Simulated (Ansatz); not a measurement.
# Dielectric response of CaS (110) films, part 4 of 4

Aim: the electronic and static ε of rocksalt CaS (110) from films of three thicknesses in a field.

Ansatz 0.2.0; plane-wave DFT, LDA, Ansatz PAW.

So far, equivalent conductor thickness p/(ε₀AE) (Å): step 6 (response with the atoms held, 10 atoms, units 5) 8.83; step 9 (ions relaxed) 10.2; step 14 (16 atoms, units 8) 13.5.

### 17. The relaxed film, single point, 24 atoms, units 12

The next thickness, treated alike, so that differences show the interior and the faces cancel.

input.yaml reads:

```yaml
crystal:
  lattice:
    - [4.02343758, 0.0, 0.0]
    - [0.0, 5.69, 0.0]
    - [0.0, 0.0, 40.1289067172]
  atoms:
    - { symbol: Ca, position: [0.5, 0.5, 0.2383050219] }
    - { symbol: S, position: [0.5, 0.0, 0.2344442344] }
    - { symbol: Ca, position: [0.0, 0.0, 0.2800367998] }
    - { symbol: S, position: [0.0, 0.5, 0.2820964838] }
    - { symbol: Ca, position: [0.5, 0.5, 0.3317800644] }
    - { symbol: S, position: [0.5, 0.0, 0.3307883388] }
    - { symbol: Ca, position: [0.0, 0.0, 0.3786235514] }
    - { symbol: S, position: [0.0, 0.5, 0.3791241972] }
    - { symbol: Ca, position: [0.5, 0.5, 0.4277250541] }
    - { symbol: S, position: [0.5, 0.0, 0.4274539753] }
    - { symbol: Ca, position: [0.0, 0.0, 0.4756625135] }
    - { symbol: S, position: [0.0, 0.5, 0.4758439284] }
    - { symbol: Ca, position: [0.5, 0.5, 0.5243375063] }
    - { symbol: S, position: [0.5, 0.0, 0.524156075] }
    - { symbol: Ca, position: [0.0, 0.0, 0.5722749524] }
    - { symbol: S, position: [0.0, 0.5, 0.5725460397] }
    - { symbol: Ca, position: [0.5, 0.5, 0.6213764976] }
    - { symbol: S, position: [0.5, 0.0, 0.6208758069] }
    - { symbol: Ca, position: [0.0, 0.0, 0.6682199208] }
    - { symbol: S, position: [0.0, 0.5, 0.6692116709] }
    - { symbol: Ca, position: [0.5, 0.5, 0.7199632158] }
    - { symbol: S, position: [0.5, 0.0, 0.7179034968] }
    - { symbol: Ca, position: [0.0, 0.0, 0.7616949245] }
    - { symbol: S, position: [0.0, 0.5, 0.7655557303] }
kpoints:
  mp_grid: { grid: [8, 6, 1] }
hamiltonian:
  xc: lda
scf:
  occupations: { method: fixed }
  convergence: { dr2_threshold: 1.0e-09 }
efield:
  axis: 3
  dipole_correction: true
  ramp_position: 0.97
  ramp_width: 0.06
output:
  eigenvalues: true
  dos: { projected: true, e_range: [-7, 7] }
  write_potential: true
  write_density: true
  volumetric_format: npy
checkpoint:
  write: end12.run
  compress: false
  write_wavefunctions: false
```

Launch:

```console
$ ansatz run input.yaml --threads 4 --pin off --max-ram 8192MiB --backend cpu --events-out ev --progress --plain --runs-dir out
```

Numbers of over 12 decimals in the logs are rounded to 6 here.

Log:

```text
[...]
Crystal: 24 atoms, lattice volume = 918.686 Å³
Basis set: ecut = 420 eV, 18057 PW (Γ)
Bands: 120, of which v1, the nominal top of the filled ones, is band 96 counted from 1 (95 counted from 0)
Symmetry: 4 space group operations
k-points: 20 of 48
[...]
k-point 0: bands = [... 92 lower, 1.4029, 1.4609, 1.8119, 1.8163, 3.6494, 4.0144, 4.4311, 4.4446, ... 20 higher]
  k-point 1: bands = [... 92 lower, 1.3346, 1.4161, 1.7637, 1.7664, 3.7283, 4.0738, 4.5139, 4.5245, ... 20 higher]
  k-point 2: bands = [... 92 lower, 1.2936, 1.3236, 1.6767, 1.6776, 3.9458, 4.2034, 4.5869, 4.6179, ... 20 higher]
  k-point 19: bands = [... 92 lower, 0.6566, 0.6566, 1.1792, 1.1792, 4.8331, 4.8331, 5.9187, 5.9187, ... 20 higher]
[key lines of the parts left out:]
SCF converged after 10 iterations
Free energy (F): -31757.019561 eV
Fermi energy:    1.816329 eV
Dipole field:    D = 0.000000 V/Å  (p = 0.000000 e·Å, saw-weighted, corrected)
Work function:   Φ+ = 4.7116 eV   Φ− = 4.7116 eV
```

Run time: 2.1 min. Hardware: 4 threads of Arm Neoverse V1, shared host; peak memory 3.5 GiB.

Running mean over 2.012 Å of the planar mean; the ramp of the sawtooth is left out. Electron's electrostatic potential energy less the highest filled level against z:

z (Å), electron's electrostatic potential energy less the highest filled level (eV) and a bar from the least value:
```
        4       4.71 ##############################
        5       4.71 ##############################
        6       4.70 ##############################
        7       4.59 ##############################
        8       3.11 ########################
        9      -1.73 ########
       10      -3.79 #
       11      -3.54 #
       12      -2.91 ####
       13      -2.95 ###
       14      -3.44 ##
       15      -3.16 ###
       16      -3.22 ###
       17      -3.06 ###
       18      -3.36 ##
       19      -3.08 ###
       20      -3.28 ##
       21      -3.07 ###
       22      -3.37 ##
       23      -3.06 ###
       24      -3.23 ###
       25      -3.11 ###
       26      -3.48 ##
       27      -2.98 ###
       28      -2.89 ####
       29      -3.37 ##
       30      -3.95 
       31      -2.15 ######
       32       2.57 #######################
       33       4.54 #############################
       34       4.70 ##############################
       35       4.71 ##############################
       36       4.71 ##############################
```

The gap is 1.79 eV, with the valence edge 4.71 eV and the conduction edge 2.92 eV under the upper vacuum level.

### 18. Atoms held, 24 atoms, units 12, field 0.05 V/Å

Changes to input.yaml since step 17:

```diff
@@ -36,3 +36,3 @@
   occupations: { method: fixed }
-  convergence: { dr2_threshold: 1.0e-09 }
+  convergence: { dr2_threshold: 1.0e-10 }
 efield:
@@ -42,5 +42,4 @@
   ramp_width: 0.06
+  amplitude: 0.05
 output:
-  eigenvalues: true
-  dos: { projected: true, e_range: [-7, 7] }
   write_potential: true
@@ -48,5 +47 @@
   volumetric_format: npy
-checkpoint:
-  write: end12.run
-  compress: false
-  write_wavefunctions: false
```

Log:

```text
[...]
Crystal: 24 atoms, lattice volume = 918.686 Å³
Basis set: ecut = 420 eV, 18057 PW (Γ)
Bands: 120, of which v1, the nominal top of the filled ones, is band 96 counted from 1 (95 counted from 0)
Symmetry: 4 space group operations
k-points: 20 of 48
[...]
k-point 0: bands = [... 92 lower, 1.4284, 1.4891, 1.7191, 1.9092, 3.6427, 4.0160, 4.3131, 4.5460, ... 20 higher]
  k-point 1: bands = [... 92 lower, 1.3097, 1.4556, 1.6694, 1.8607, 3.7212, 4.0760, 4.3924, 4.5916, ... 20 higher]
  k-point 2: bands = [... 92 lower, 1.2317, 1.3906, 1.5806, 1.7735, 3.9355, 4.2076, 4.4906, 4.6563, ... 20 higher]
  k-point 19: bands = [... 92 lower, 0.5609, 0.7521, 1.0798, 1.2785, 4.7245, 4.9414, 5.8422, 5.9092, ... 20 higher]
[key lines of the parts left out:]
SCF converged after 13 iterations
Free energy (F): -31757.022697 eV
Fermi energy:    1.909205 eV
Dipole field:    D = 0.024711 V/Å  (p = 0.125456 e·Å, saw-weighted, corrected)
```

Elapsed: 2.3 min, on 4 threads; peak memory 3.5 GiB.

The dipole is 0.125 e·Å, and the gap on the mesh 1.684 eV.

### 19. Atoms held, 24 atoms, units 12, field -0.05 V/Å

Changes to input.yaml since step 18:

```diff
@@ -42,3 +42,3 @@
   ramp_width: 0.06
-  amplitude: 0.05
+  amplitude: -0.05
 output:
```

Log:

```text
[...]
Crystal: 24 atoms, lattice volume = 918.686 Å³
Basis set: ecut = 420 eV, 18057 PW (Γ)
Bands: 120, of which v1, the nominal top of the filled ones, is band 96 counted from 1 (95 counted from 0)
Symmetry: 4 space group operations
k-points: 20 of 48
[...]
k-point 0: bands = [... 92 lower, 1.4284, 1.4891, 1.7191, 1.9092, 3.6427, 4.0160, 4.3131, 4.5460, ... 20 higher]
  k-point 1: bands = [... 92 lower, 1.3097, 1.4556, 1.6694, 1.8607, 3.7212, 4.0760, 4.3924, 4.5916, ... 20 higher]
  k-point 2: bands = [... 92 lower, 1.2317, 1.3906, 1.5806, 1.7735, 3.9355, 4.2076, 4.4906, 4.6563, ... 20 higher]
  k-point 19: bands = [... 92 lower, 0.5609, 0.7521, 1.0798, 1.2785, 4.7245, 4.9414, 5.8422, 5.9092, ... 20 higher]
[key lines of the parts left out:]
SCF converged after 13 iterations
Free energy (F): -31757.022697 eV
Fermi energy:    1.909214 eV
Dipole field:    D = -0.024710 V/Å  (p = -0.125453 e·Å, saw-weighted, corrected)
```

Elapsed: 2.2 min, on 4 threads; peak memory 3.5 GiB; 8.6 min of CPU time.

The dipole is -0.125 e·Å, and the gap on the mesh 1.684 eV.

### 20. Response with the atoms held, 24 atoms, units 12

This step: plane-wave DFT, LDA, Ansatz PAW; response to a field along the normal, atoms held (Ansatz 0.2.0).

Local field over the applied field, running mean. From the potentials at -0.05 and 0.05 V/Å; running mean over 2.012 Å, taken twice. Table of local field over applied field by z:

```tsv
z (Å)	local field over applied field
5	0.995
6	0.966
7	0.852
8	0.597
9	0.305
10	0.158
11	0.164
12	0.197
13	0.192
14	0.180
15	0.184
16	0.190
17	0.189
18	0.186
19	0.188
20	0.189
21	0.188
22	0.186
23	0.188
24	0.190
25	0.185
26	0.180
27	0.190
28	0.198
29	0.169
30	0.152
31	0.276
32	0.557
33	0.826
34	0.958
35	0.993
```

The induced dipole is that of a conductor 19.83 Å thick.

### 21. Field on, atoms free, 24 atoms, units 12, field 0.05 V/Å

This step: plane-wave DFT, LDA, Ansatz PAW (Ansatz 0.2.0).

The same pair of relaxations in the field for this thickness.

Changes to input.yaml since step 19:

```diff
@@ -42,3 +42,6 @@
   ramp_width: 0.06
-  amplitude: -0.05
+  amplitude: 0.05
+relax:
+  f_tol: 0.0006
+  max_steps: 70
 output:
```

Log:

```text
[...]
Crystal: 24 atoms, lattice volume = 918.686 Å³
Basis set: ecut = 420 eV, 18057 PW (Γ)
Bands: 120, of which v1, the nominal top of the filled ones, is band 96 counted from 1 (95 counted from 0)
Symmetry: 4 space group operations
k-points: 20 of 48
[...]
- { symbol: S, position: [0.0, 0.5, 0.572514] }
    - { symbol: Ca, position: [0.5, 0.5, 0.621415] }
    - { symbol: S, position: [0.5, 0.0, 0.620874] }
    - { symbol: Ca, position: [0.0, 0.0, 0.668298] }
    - { symbol: S, position: [0.0, 0.5, 0.669174] }
    - { symbol: Ca, position: [0.5, 0.5, 0.719987] }
    - { symbol: S, position: [0.5, 0.0, 0.717939] }
    - { symbol: Ca, position: [0.0, 0.0, 0.761799] }
    - { symbol: S, position: [0.0, 0.5, 0.765491] }
[key lines of the parts left out:]
SCF converged after 6 iterations
Free energy (F): -31757.023120 eV
Fermi energy:    1.855263 eV
Dipole field:    D = 0.028029 V/Å  (p = 0.142300 e·Å, saw-weighted, corrected)
```

Run time: 4.9 min. Hardware: 4 threads; peak memory 2.7 GiB.

Hardly anything moved in the relaxation; the energy changed by under 0.2 meV an atom.

The relaxation took 4 steps and lowered the energy by 4.2e-4 eV; the largest force on the free atoms ends at 3.6e-4 eV/Å.

The dipole is 0.142 e·Å, and the gap on the mesh 1.748 eV.

### 22. Relaxing in the field, 24 atoms, units 12, field -0.05 V/Å

The opposite sign, again from the field-free geometry; the difference of the two cancels what relaxes without a field.

Changes to input.yaml since step 21:

```diff
@@ -42,3 +42,3 @@
   ramp_width: 0.06
-  amplitude: 0.05
+  amplitude: -0.05
 relax:
```

Log:

```text
[...]
Crystal: 24 atoms, lattice volume = 918.686 Å³
Basis set: ecut = 420 eV, 18057 PW (Γ)
Bands: 120, of which v1, the nominal top of the filled ones, is band 96 counted from 1 (95 counted from 0)
Symmetry: 4 space group operations
k-points: 20 of 48
[...]
- { symbol: S, position: [0.0, 0.5, 0.572596] }
    - { symbol: Ca, position: [0.5, 0.5, 0.621367] }
    - { symbol: S, position: [0.5, 0.0, 0.620915] }
    - { symbol: Ca, position: [0.0, 0.0, 0.668187] }
    - { symbol: S, position: [0.0, 0.5, 0.669289] }
    - { symbol: Ca, position: [0.5, 0.5, 0.719986] }
    - { symbol: S, position: [0.5, 0.0, 0.717923] }
    - { symbol: Ca, position: [0.0, 0.0, 0.761647] }
    - { symbol: S, position: [0.0, 0.5, 0.765670] }
[key lines of the parts left out:]
SCF converged after 6 iterations
Free energy (F): -31757.023120 eV
Fermi energy:    1.855270 eV
Dipole field:    D = -0.028029 V/Å  (p = -0.142303 e·Å, saw-weighted, corrected)
```

Elapsed: 4.9 min, on 4 threads; peak memory 2.7 GiB.

Hardly anything moved in the relaxation; the energy changed by under 0.2 meV an atom.

The relaxation took 4 steps and lowered the energy by 4.2e-4 eV; the largest force on the free atoms ends at 3.6e-4 eV/Å.

The dipole is -0.142 e·Å, and the gap on the mesh 1.748 eV.

### 23. Response with the atoms relaxed, 24 atoms, units 12

This step: plane-wave DFT, LDA, Ansatz PAW; response to a field along the normal, atoms relaxed (Ansatz 0.2.0).

Numbers from this step:

* equivalent conductor thickness p/(ε₀AE): 22.50 Å
* inner field over outer field: 0.09559
* local ε in the middle: 10.46

Local field over the applied field, running mean. From the potentials at -0.05 and 0.05 V/Å; running mean over 2.012 Å, taken twice. The local field over applied field by z:

```tsv
z (Å)	local field over applied field
5	0.995
6	0.964
7	0.803
8	0.511
9	0.187
10	-0.00626
11	0.0701
12	0.155
13	0.0890
14	0.0517
15	0.0913
16	0.110
17	0.0824
18	0.0732
19	0.0876
20	0.0982
21	0.0901
22	0.0742
23	0.0780
24	0.107
25	0.0989
26	0.0536
27	0.0748
28	0.153
29	0.0903
30	-0.00632
31	0.146
32	0.462
33	0.776
34	0.954
35	0.993
```

The induced dipole is that of a conductor 22.50 Å thick.

### 24. Electronic ε from the series

This step: plane-wave DFT, LDA, Ansatz PAW; permittivity from the thickness series, atoms held (Ansatz 0.2.0).

Each added layer adds t(1 − 1/ε) to the dipole term, so the slope against thickness gives ε without a choice of where the film ends.

Numbers from this step:

```yaml
slope: 0.8102
intercept_of_the_fit: 2.562 Å
eps_of_the_interior: 5.268
```

Equivalent conductor thickness against distance between the outer atoms:

```tsv
distance between the outer atoms (Å)	equivalent conductor thickness (Å)
7.73	8.83
13.55	13.5
21.31	19.8
```

By hand, from the thinnest and the thickest film: slope = (19.832 − 8.829) / (21.313 − 7.731) = 0.810, so ε = 1/(1 − 0.810) = 5.27.

### 25. Static ε from the series

This step: plane-wave DFT, LDA, Ansatz PAW; permittivity from the thickness series, atoms relaxed (Ansatz 0.2.0).

The same fit for the relaxed films. The nearer its slope lies to 1, the more ε hangs on small errors.

Numbers from this step:

* slope: 0.9020
* intercept of the fit: 3.270 Å
* ε of the interior: 10.20

The equivalent conductor thickness by distance between the outer atoms:

```tsv
distance between the outer atoms (Å)	equivalent conductor thickness (Å)
7.73	10.2
21.32	22.5
```

By hand, from the thinnest and the thickest film: slope = (22.495 − 10.243) / (21.315 − 7.731) = 0.902, so ε = 1/(1 − 0.902) = 10.2. One nm of such a film has the capacitance of 3.9/10.2 = 0.38 nm of SiO₂ (its equivalent oxide thickness).

### 26. Varying the input

This step: plane-wave DFT, LDA, Ansatz PAW (Ansatz 0.2.0).

System of this step: CaS (110), 5 units. The cell holds 10 atoms: 5 Ca and 5 S. Cell: a = 4.023 Å, b = 5.690 Å, c = 26.047 Å, α = 90.0°, β = 90.0°, γ = 90.0°. It derives from CaS (rocksalt CaS). Vacuum lies along c.

A run with a changed input: it repeats the earlier run at 0.05 V/Å, 5 units with efield.amplitude from 0.05 to -0.05 and efield.dipole_correction from true to false.

input.yaml, the sections that differ from step 22:

```yaml
crystal:
  lattice:
    - [4.02343758, 0.0, 0.0]
    - [0.0, 5.69, 0.0]
    - [0.0, 0.0, 26.0468751699]
  atoms:
    - { symbol: Ca, position: [0.5, 0.5, 0.3571093768] }
    - { symbol: S, position: [0.5, 0.0, 0.3515939549] }
    - { symbol: Ca, position: [0.0, 0.0, 0.4225469078] }
    - { symbol: S, position: [0.0, 0.5, 0.4249328131] }
    - { symbol: Ca, position: [0.5, 0.5, 0.5000000027] }
    - { symbol: S, position: [0.5, 0.0, 0.4999999987] }
    - { symbol: Ca, position: [0.0, 0.0, 0.5774530915] }
    - { symbol: S, position: [0.0, 0.5, 0.5750671886] }
    - { symbol: Ca, position: [0.5, 0.5, 0.6428906197] }
    - { symbol: S, position: [0.5, 0.0, 0.6484060463] }
efield:
  axis: 3
  dipole_correction: false
  ramp_position: 0.97
  ramp_width: 0.06
  amplitude: -0.05
# kpoints, hamiltonian, scf, output: as in step 22
# relax: removed
```

Log:

```text
[...]
Crystal: 10 atoms, lattice volume = 596.300 Å³
Basis set: ecut = 420 eV, 11725 PW (Γ)
Bands: 50, of which v1, the nominal top of the filled ones, is band 40 counted from 1 (39 counted from 0)
Symmetry: 4 space group operations
k-points: 20 of 48
[...]
SCF iter   1: F=—  HF=-13230.226465 eV  |F-HF|=—  |Δ(HF+E_count)|=         —  Δρ=3.46e-3  dr2=1.19e-1  ethr=1.77e-3  p=-0.000 e·Å  V_vac-E_F(+/−)=3.82/5.02 eV  ⟨swp⟩=8.3  Hψ=5147  notcnv=0  defer=155
[...]
SCF iter  11: F=-13230.202175 eV  HF=-13230.202175 eV  |F-HF|=8.00e-11  |Δ(HF+E_count)|=  2.73e-11  Δρ=3.43e-8  dr2=1.19e-11  ethr=1.00e-12  p=-0.085 e·Å  V_vac-E_F(+/−)=3.97/5.12 eV  ⟨swp⟩=31.7  Hψ=6945  notcnv=0
SCF 1 converged in 11 iterations: F = -13230.202175 eV  dr2 = 1.19e-11
[...]
SCF converged after 11 iterations
Free energy (F): -13230.202175 eV
[...]
Internal energy: -13230.202175 eV  (E = F + TS)
E sigma→0 (E₀):  -13230.202175 eV
Fermi energy:    -0.365466 eV
Dipole field:    D = -0.025643 V/Å  (p = -0.084501 e·Å, saw-weighted)
Work function:   not extracted (applied field tilts the vacuum); planar V_es + V_field profile in the machine report
[...]
--- Band table (eV; the first three rows and the last of 20) ---
  k-point 0: bands = [... 36 lower, -0.9657, -0.7294, -0.5705, -0.3655, 1.4676, 1.9144, 2.2876, 2.7944, ... 6 higher]
  k-point 1: bands = [... 36 lower, -1.2614, -0.7471, -0.6099, -0.4211, 1.5031, 2.0311, 2.3232, 2.7946, ... 6 higher]
  k-point 2: bands = [... 36 lower, -1.3495, -0.7887, -0.6838, -0.5199, 1.5652, 2.1749, 2.3993, 2.7994, ... 6 higher]
  k-point 19: bands = [... 36 lower, -1.7196, -1.6035, -1.2192, -1.0369, 2.4263, 2.5644, 3.5006, 3.6202, ... 6 higher]
```

It took 25 s on 4 threads; peak memory 1.3 GiB.

```tsv
quantity	this run	earlier run	difference
dipole along the normal (e·Å)	-0.08450	0.05585	-0.14
gap on the k-mesh (eV)	1.833	1.840	-0.0072
```

The applied field differs between the two, so the dipoles differ in any case.

With the dipole correction off, the periodic images add a field of their own to the typed one.

These numbers are not those of the isolated slab.

### 27. The same run with other settings: scf.mixing.preconditioner = "resta"

Another changed input: it repeats the earlier run at 0.05 V/Å, 5 units with scf.mixing.preconditioner to resta.

Changes to input.yaml since step 26:

```diff
@@ -23,8 +23,9 @@
   convergence: { dr2_threshold: 1.0e-10 }
+  mixing: { preconditioner: resta }
 efield:
   axis: 3
-  dipole_correction: false
+  dipole_correction: true
   ramp_position: 0.97
   ramp_width: 0.06
-  amplitude: -0.05
+  amplitude: 0.05
 output:
```

Log:

```text
[...]
Crystal: 10 atoms, lattice volume = 596.300 Å³
Basis set: ecut = 420 eV, 11725 PW (Γ)
Bands: 50, of which v1, the nominal top of the filled ones, is band 40 counted from 1 (39 counted from 0)
Symmetry: 4 space group operations
k-points: 20 of 48
[...]
SCF iter   1: F=—  HF=-13233.571176 eV  |F-HF|=—  |Δ(HF+E_count)|=         —  Δρ=2.34e-2  dr2=1.02e1  ethr=3.10e-3  p=0.066 e·Å  D=2.02e-2 V/Å  ΔV_dip=-0.52 eV  dr2_dipole=4.87e-4  V_vac-E_F(+/−)=9.38/8.71 eV  ⟨swp⟩=8.8  Hψ=5023  notcnv=0  defer=163
[...]
SCF iter  13: F=-13230.201459 eV  HF=-13230.201459 eV  |F-HF|=3.27e-11  |Δ(HF+E_count)|=  1.80e-10  Δρ=5.45e-8  dr2=1.40e-11  ethr=1.00e-12  p=0.056 e·Å  D=1.69e-2 V/Å  ΔV_dip=-0.44 eV  dr2_dipole=1.20e-15  V_vac-E_F(+/−)=4.93/4.18 eV  ⟨swp⟩=26.9  Hψ=6340  notcnv=0
SCF 1 converged in 13 iterations: F = -13230.201459 eV  dr2 = 1.40e-11
[...]
SCF converged after 13 iterations
[...]
Free energy (F): -13230.201459 eV
[...]
Internal energy: -13230.201459 eV  (E = F + TS)
E sigma→0 (E₀):  -13230.201459 eV
Fermi energy:    -0.371966 eV
Dipole field:    D = 0.016949 V/Å  (p = 0.055853 e·Å, saw-weighted, corrected)
Work function:   not extracted (applied field tilts the vacuum); planar V_es + V_field profile in the machine report
[...]
--- Band table (eV; the first three rows and the last of 20) ---
  k-point 0: bands = [... 36 lower, -0.9680, -0.7308, -0.5636, -0.3720, 1.4683, 1.9293, 2.2752, 2.7945, ... 6 higher]
  k-point 1: bands = [... 36 lower, -1.2636, -0.7487, -0.6022, -0.4283, 1.5037, 2.0507, 2.3059, 2.7947, ... 6 higher]
  k-point 2: bands = [... 36 lower, -1.3478, -0.7906, -0.6747, -0.5286, 1.5661, 2.2008, 2.3750, 2.7994, ... 6 higher]
  k-point 19: bands = [... 36 lower, -1.7063, -1.6163, -1.2096, -1.0460, 2.4492, 2.5422, 3.5037, 3.6235, ... 6 higher]
```

Run time: 26 s. Hardware: 4 threads; peak memory 1.3 GiB; 1.7 min of CPU time.

This step gave:

| Item | Value |
| --- | --- |
| gap on the k-mesh | 1.840 eV |
| dipole along the normal | 0.05585 e·Å |

```tsv
quantity	this run	earlier run	difference
dipole along the normal (e·Å)	0.05585	0.05585	0
gap on the k-mesh (eV)	1.840	1.840	0
```

Nothing in the table moves by 0.01 in its unit (for the dipole 0.5 % and 5e-5 e·Å).

### 28. Summary of results

| Quantity | Value |
| --- | --- |
| electronic ε from the thickness series | 5.27 |
| static ε from the thickness series | 10.2 |
| local electronic ε, middle of 12 units | 5.30 |

What this shows: The films give an electronic ε of 5.27 and a static ε of 10.2. The slope of the series and the field inside the thickest film give 5.27 and 5.30, in agreement. Ions raise ε from 5.27 to 10.2. The static value rests on two thicknesses alone. The in-plane lattice constants are held at typed bulk values. Semilocal functionals tend to overestimate the electronic ε a little.

[Logs are printed without paths, hosts, clocks, repeated set-up lines and the standing remarks that a program may print on its own settings, such as how far it seeks lower states.]

[Hosts, paths, dates, database ids (printed as entryN), source tags and the programs' standing remarks are cut or masked in the printed files.]

[Maps of the electrostatic potential energy from Ansatz leave out the sawtooth potential of an applied field or a dipole correction, so their vacuum need not be flat; planar profiles and work functions include it.]
